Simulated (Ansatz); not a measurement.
**KBr: how the settings move a single-point run**

Question: which choices in the input matter for KBr?

Program: Ansatz 0.2.0. Level of theory: reference: DFT, PBEsol, plane waves, PAW. These are calculated values, not measurements.

3 further runs of the same task are left out: 3 that didn't finish.

**1. The starting structure**

The structure is cubic, space group Fm-3m (No. 225). Conventional cell: a = 6.605 Å, b = 6.605 Å, c = 6.605 Å, α = 90.00°, β = 90.00°, γ = 90.00°. Around K (site symmetry m-3m) lie 6 Br at 3.30 Å. Br (site symmetry m-3m) is surrounded by 6 K at 3.30 Å.

As a file:

```xyz
2
Lattice="0.0000 3.3024 3.3024 3.3024 0.0000 3.3024 3.3024 3.3024 0.0000" Properties=species:S:1:pos:R:3 pbc="T T T"
K     0.0000    0.0000    0.0000
Br    3.3024    3.3024    3.3024
```

**2. Baseline**

File input.yaml:

```yaml
crystal:
  lattice:
    - [0.0, 3.3024386828, 3.3024386828]
    - [3.3024386828, 0.0, 3.3024386828]
    - [3.3024386828, 3.3024386828, 0.0]
  atoms:
    - { symbol: K, position: [0.0, 0.0, 0.0] }
    - { symbol: Br, position: [0.5, 0.5, 0.5] }
kpoints:
  mp_grid: { grid: [4, 4, 4] }
hamiltonian:
  xc: pbesol
scf:
  occupations: { method: fixed }
  n_extra_bands: 4
output:
  forces: true
  stress: true
  eigenvalues: true
```

Started as:

```
$ ansatz run input.yaml --threads 4 --pin off --max-ram 3686MiB --backend cpu --events-out ev --progress --plain --runs-dir out
```

**3. Changed: occupations.method gaussian, occupations.width 0.2**

input.yaml: that of step 2 with these lines changed.

```diff
@@ -13,3 +13,3 @@
 scf:
-  occupations: { method: fixed }
+  occupations: { method: gaussian, width: 0.2 }
   n_extra_bands: 4
```

**4. Changing settings: occupations.method tetrahedron**

input.yaml: that of step 2 with these lines changed.

```diff
@@ -13,3 +13,3 @@
 scf:
-  occupations: { method: fixed }
+  occupations: { method: tetrahedron }
   n_extra_bands: 4
```

**5. Changing settings: ecutrho_ratio 8**

input.yaml: that of step 2 with these lines changed.

```diff
@@ -15,2 +15,3 @@
   n_extra_bands: 4
+  max_iter: 78
 output:
@@ -19 +20,3 @@
   eigenvalues: true
+basis:
+  ecutrho_ratio: 8
```

**6. Changed: xc_grid 1**

input.yaml: that of step 2 with these lines changed.

```diff
@@ -19 +19,3 @@
   eigenvalues: true
+basis:
+  xc_grid: 1
```

**7. Changing settings: n_extra_bands 1**

input.yaml: that of step 2 with these lines changed.

```diff
@@ -14,3 +14,3 @@
   occupations: { method: fixed }
-  n_extra_bands: 4
+  n_extra_bands: 1
 output:
```

**8. Variant: exchange pbe, correlation pbe, coeff 0.35**

input.yaml: that of step 2 with these lines changed.

```diff
@@ -11,3 +11,3 @@
 hamiltonian:
-  xc: pbesol
+  xc: { exchange: pbe, correlation: pbe, exx: { coeff: 0.35 } }
 scf:
```

Q: Predict the outcome of this session. Wanted: for each run, ending; energy change; pressure; gap; force.

As calculated:

| run | ending | energy change | pressure (GPa) | gap (eV) | force (eV/Å) | cycles | time |
| --- | --- | --- | --- | --- | --- | --- | --- |
| reference | converged | 0 | -0.4 | 4.28 | 0.00 | 6 | 0.65 s |
| 1: occupations.method gaussian, occupations.width 0.2 | converged | 0.0 meV/atom (σ→0) | -0.4 | 4.28 | 0.00 | 6 | 0.65 s |
| 2: occupations.method tetrahedron | converged | 0.0 meV/atom (σ→0) | -0.4 | 4.28 | 0.00 | 6 | 0.66 s |
| 3: ecutrho_ratio 8 | converged | 0.0 meV/atom | -0.4 | 4.28 | 0.00 | 6 | 0.78 s |
| 4: xc_grid 1 | converged | 0.0 meV/atom | -0.4 | 4.28 | 0.00 | 6 | 0.64 s |
| 5: n_extra_bands 1 | converged | 0.0 meV/atom | -0.4 | 4.28 | 0.00 | 6 | 0.62 s |
| 6: exchange pbe, correlation pbe, coeff 0.35 | converged | not comparable | 0.3 | 7.08 | 0.00 | 12 | 8.2 s |

Residual by cycle in the longest SCF loop of each run; runs are numbered as in the table. The quantity is the density residual dr2, in eV.

| cycle | reference | run 1 | run 2 | run 3 | run 4 | run 5 | run 6 |
| --- | --- | --- | --- | --- | --- | --- | --- |
| 1 | 0.0027 | 0.00255 | 0.00254 | 0.0027 | 0.0027 | 0.00287 | 0.00672 |
| 2 | 2.6e-4 | 2.9e-4 | 3.0e-4 | 2.6e-4 | 2.6e-4 | 2.3e-4 | 0.00191 |
| 3 | 1.2e-5 | 1.4e-5 | 1.6e-5 | 1.2e-5 | 1.2e-5 | 1.7e-5 | 4.3e-4 |
| 4 | 3.8e-6 | 8.0e-6 | 6.4e-6 | 3.5e-6 | 3.8e-6 | 7.6e-7 | 2.7e-5 |
| 5 | 6.8e-8 | 1.5e-7 | 1.1e-7 | 6.9e-8 | 6.8e-8 | 2.2e-8 | 9.2e-6 |
| 6 | 7.2e-9 | 8.1e-9 | 6.0e-9 | 7.1e-9 | 7.1e-9 | 1.7e-9 | 9.1e-7 |

Of the converged runs whose energies compare with the reference's, none moves it noticeably. Of the variants the dearest is «exchange pbe, correlation pbe, coeff 0.35» (8.2 s), the cheapest «n_extra_bands 1» (0.62 s), on a shared host.
